## How far does 20 GPa squeeze gallium arsenide?

A pressure of 1 GPa is ten thousand atmospheres, yet it shrinks gallium arsenide by less than two per cent. The number behind this is the bulk modulus B, the pressure rise divided by the fractional loss of volume that it causes. For GaAs it is about 60 GPa in the calculation below. If B kept that value, each further GPa would remove the same fraction of the remaining volume, and 20 GPa would leave e^(−20/60) ≈ 0.72 of it, a loss of 28 %. The table allows a better answer.

Zincblende GaAs (2-atom cell, 23.71 Å³ an atom at zero pressure), relaxed at each hydrostatic pressure with its symmetry kept, at zero temperature; changes are relative to zero pressure. Ansatz 0.2.0, PBE, plane-wave PAW, scalar-relativistic, no spin polarisation; cutoff 420 eV, Gaussian smearing of 0.01 eV, k mesh 10×10×10 at zero pressure.

| pressure (GPa) | volume change (%) | enthalpy change (eV/atom) | a change (%) |
| --- | --- | --- | --- |
| -2 | 3.70 | -0.301 | 1.22 |
| 0 | 0.00 | 0.000 | 0.00 |
| 2 | -3.05 | 0.291 | -1.03 |
| 5 | -6.79 | 0.713 | -2.32 |
| 10 | -11.63 | 1.384 | -4.04 |
| 20 | ? | ? | ? |
| 40 | -27.19 | 4.910 | -10.03 |

The volume and enthalpy changes are counted from the crystal at zero pressure, and a is the length of a cell edge. The row at −2 GPa is a crystal under tension, pulled outwards on all sides. The volume at 20 GPa has to be worked out from the other rows.

### The crystal stiffens

Between −2 and 2 GPa the mean bulk modulus is 59 GPa. Between 5 and 10 GPa it is already 94 GPa, and between 10 and 40 GPa it reaches 155 GPa. Each GPa of pressure thus adds some 4 to 5 GPa to the bulk modulus at first, and less later on. A constant B is therefore a poor guide as soon as the pressure is a sizeable fraction of B itself.

Stiffening alone confines the answer. If every further GPa removes less volume than the one before, the curve of volume against pressure sags below any straight line drawn between two of its points. The line from 10 to 40 GPa passes through −16.8 % at 20 GPa, so the crystal must be compressed more than that. Prolonging the line from 5 to 10 GPa gives −21.3 %, so it must be compressed less than that.

### Why squeezing gets harder

The length of a bond is a compromise. Sharing electrons pulls the atoms together, while the overlap of their electron clouds pushes them apart, because electrons forced into the same space must take up states of higher kinetic energy. The repulsion grows much more steeply at short distance than the attraction does. Each further shortening of the bond therefore raises the force by more than the last one did. This is the standard explanation of stiffening; the table shows the effect, not its division into attraction and repulsion.

A simple binding curve puts the argument into a formula. Let r be the bond length, r₀ its value at zero pressure, and u = (r − r₀)/ℓ the stretch in units of a characteristic length ℓ. The energy and its slope are then

E = −E₀ (1 + u) e^(−u)

dE/du = E₀ u e^(−u)

In a compressed bond u is negative, so the exponential factor exceeds one and grows as the bond shortens. Pressure is the slope of energy against volume with its sign reversed, and volume goes as r³. With y = r/r₀ = (V/V₀)^(1/3), where V is the volume and V₀ its value at zero pressure, this gives the Vinet equation:

P = 3B₀ · (1 − y)/y² · e^(s(1 − y))

Here P is the pressure, B₀ the bulk modulus at zero pressure, and s measures how quickly the resistance rises. The two constants were fitted to the six rows with known volumes, which gave 3B₀ = 180 GPa and s = 5.8. They partly compensate each other in such a fit, so the curve as a whole deserves more trust than either constant.

### The prediction

To find the volume at 20 GPa, one tries a value and sees which pressure it needs. Take V/V₀ = 0.815, near the middle of the range set by the straight lines. Its cube root is y = 0.934, so 1 − y = 0.066 and y² = 0.87. The equation then gives

P = 180 GPa × 0.066/0.87 × e^(5.8 × 0.066) ≈ 20 GPa

The trial value is thus the answer to this accuracy: the crystal loses 18.5 % of its volume.

The edge of the cell follows from geometry. The crystal stays cubic, so a shrinks by the factor y, which means a loss of 6.6 %.

The enthalpy is the internal energy plus PV. The larger part of its change is PV, the work of making room for the crystal against the pressure. With V₀ = 23.71 Å³ an atom, and 1 eV/Å³ equal to 160.2 GPa, PV amounts to 20 × 0.815 × 23.71/160.2 ≈ 2.41 eV an atom. The energy stored in the shortened bonds, taken from the same curve, adds only 0.23 eV.

A different equation shows how much the choice of formula matters. The Murnaghan equation lets the bulk modulus grow in strict proportion to the added pressure. Fitted to the same six rows, it gives a volume change of −18.7 %. It follows those rows less closely, because the growth of B slows down at high pressure, and it should therefore compress the crystal slightly too much at 20 GPa.

The error bar has to cover this difference. It also has to allow for small steps between rows, since the k mesh follows the cell and the bands touch in the row at −2 GPa. PBE makes the gap of GaAs much too small, and stretching the crystal closes what is left of it. At zero pressure and in the rows at 2, 5 and 10 GPa the calculation does find a gap. The predictions for 20 GPa are:

- volume change: −18.5 ± 0.3 %
- a change: −6.6 ± 0.12 %
- enthalpy change: 2.64 ± 0.01 eV an atom
- the computed volume lies nearer to the Vinet value than to the Murnaghan value

### The computed values

The withheld rows as computed:

| pressure (GPa) | volume change (%) | enthalpy change (eV/atom) | a change (%) |
| --- | --- | --- | --- |
| 20 | -18.52 | 2.638 | -6.60 |

All four predictions hold. The computed volume change is −18.52 %, and the Vinet curve meets it to within the last printed digit. The Murnaghan equation gives too much compression, by 0.17 % of the original volume. Its bulk modulus rises along a straight line, whereas that of the computed crystal climbs quickly at first and more slowly later. A straight line that suits both ends of the range runs too low in between, and a crystal that is too soft on the way to 20 GPa ends up too small.

The error bar on the volume turned out far too cautious. The crystal keeps one structure throughout, its volume changes smoothly, and 20 GPa lies between known rows. Under these conditions two constants are enough, provided the formula has the right shape. The Murnaghan equation also has two, and it misses by more. The steps between rows for which the range allowed do not show at 20 GPa.

The hits on volume, cell edge and enthalpy amount to one success rather than three. In a cubic crystal the edge is fixed by the volume. The enthalpy follows from the curve of volume against pressure, because its slope against pressure is the volume itself. Their agreement shows that the calculation is consistent, and adds no further evidence for the binding curve.

### What the curve is good for

The Vinet equation contains the pressure only as the ratio P/B₀. Two crystals with the same s therefore shrink by the same fraction when their pressures stand in the ratio of their bulk moduli. This matters for GaAs itself, since PBE makes the crystal too large and too soft. The measured bulk modulus is roughly 75 GPa, so with the same s a loss of 18.5 % would take about 20 × 75/60 = 25 GPa.

Real GaAs does not remain in this structure for so long. Between 10 and 20 GPa it changes into a denser form, and its volume drops abruptly. The calculation kept the zincblende symmetry at every pressure, so its rows at 20 and 40 GPa describe a crystal held in a structure that nature has by then abandoned. For the real crystal the smooth curve applies only below the transition, however well it joins the computed points above it.

The enthalpies do not reveal the transition either. They rise with pressure mainly because PV does, and the negative value at −2 GPa merely reflects the negative pressure. Which structure is stable is decided by comparing the enthalpies of different structures at the same pressure. The output below gives both fits and the comparison at 20 GPa.

Printed output of the fit:

```
fit of p on 6 rows: coefficient of d/(1-d)**2*exp(s*d) 180.2 +/- 0.035, s 5.8; rms 0.00661, worst 10 -0.0139, leave-one-out rms 0.0693
  rows outside the fit (model, value, miss): 20 19.99, 20, -0.0101
fit of log(v) on 6 rows: coefficient of log(1+s*p) -0.2433 +/- 0.00063, s 0.067; rms 0.00074, worst -2 -0.00132, leave-one-out rms 0.00542
  rows outside the fit (model, value, miss): 20 -0.2069, -0.2048, -0.00206
Mean bulk modulus from -2 to 2 GPa, in GPa: 59.43
Mean bulk modulus from 2 to 5 GPa, in GPa: 76.26
Mean bulk modulus from 5 to 10 GPa, in GPa: 93.77
Mean bulk modulus from 10 to 40 GPa, in GPa: 154.9
Volume change at 20 GPa on the chord from 10 to 40 GPa, in %: -16.82
Volume change at 20 GPa on the prolonged chord from 5 to 10 GPa, in %: -21.31
Bulk modulus at zero pressure from the Vinet fit, in GPa: 60.07
Pressure derivative of the bulk modulus from the Vinet fit, no unit: 4.867
Volume change at 20 GPa if the bulk modulus stayed constant, in %: -28.32
Forecast of the volume change at 20 GPa by Vinet, in %: -18.53
Volume change at 20 GPa by Murnaghan, in %: -18.69
Leave-one-out rms of the Vinet fit turned into volume near 20 GPa, in % of the zero-pressure volume: 0.03932
Forecast of the a change at 20 GPa, in %: -6.601
Forecast of the enthalpy change at 20 GPa, in eV/atom: 2.637
Part of that forecast that is internal energy, in eV/atom: 0.2259
Internal energy part of the computed enthalpy change at 40 GPa, in eV/atom: 0.6001
Largest miss of the Vinet enthalpy on the known rows, in eV/atom: 0.0004794
Computed volume change at 20 GPa, in %: -18.52
Vinet forecast less computed volume change, in % of the zero-pressure volume: -0.005364
Murnaghan value less computed volume change, in % of the zero-pressure volume: -0.1678
Computed a change at 20 GPa, in %: -6.6
Forecast less computed a change, in % of the zero-pressure length: -0.001305
Computed enthalpy change at 20 GPa, in eV/atom: 2.638
Forecast less computed enthalpy change, in eV/atom: -0.0006579
```
